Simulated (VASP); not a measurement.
Consider the following.

```
AlSb
1.0
    0.00000     3.02072     3.02072
    3.02072     0.00000     3.02072
    3.02072     3.02072     0.00000
Al Sb
1 1
Direct
  0.00000   0.00000   0.00000
  0.25000   0.25000   0.25000
```

These are r2SCAN+rVV10, VASP's PBE PAW potentials (set 64) (plane waves; VASP) values and carry that method's errors. Run with 520 eV cut-off, 8×8×8 Γ-centred mesh, Gaussian smearing of 0.050 eV, potentials Al Sb.

Give the stress tensor in GPa (positive for a compressed cell).

```
4.08  0.00  0.00
0.00  4.08  0.00
0.00  0.00  4.08
```
The pressure is its mean diagonal, 4.08 GPa.

The compound is AlSb in the zinc blende structure. This cell is one point of a volume scan, at 0.94 of the reference volume.
